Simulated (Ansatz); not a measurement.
The system is Pt.

```xyz
1
Lattice="0.0000 1.9609 1.9609 1.9609 0.0000 1.9609 1.9609 1.9609 0.0000" Properties=species:S:1:pos:R:3 pbc="T T T"
Pt    0.0000    0.0000    0.0000
```

Base run:

```yaml
Program: Ansatz 0.2.0
Functional: BLYP
Potentials_or_basis: all-electron LAPW, scalar-relativistic
Cutoff: 270 eV
Density_cutoff: 1080 eV
Basis_error_allowed: 0.001 eV/atom
k_mesh: 12 × 12 × 12
Occupations: fermi-dirac, width 0.05 eV
Spin: no spin polarisation
```

Its results: pressure 25.6 GPa.

Task: After a change of settings the same cell gave: pressure 14.5 GPa. Which change was it?
A. functional from BLYP to RPBE
B. functional from BLYP to PBEsol
C. functional from BLYP to PBE; occupations from fermi-dirac, width 0.05 eV to gaussian, width 0.023 eV
D. functional from BLYP to revPBE

Result: A.

Caveats: so large a pressure means that the cell lies far from this level's equilibrium, or that cutoff or potentials fall short (some runs).

Not every run made on this cell is shown here.
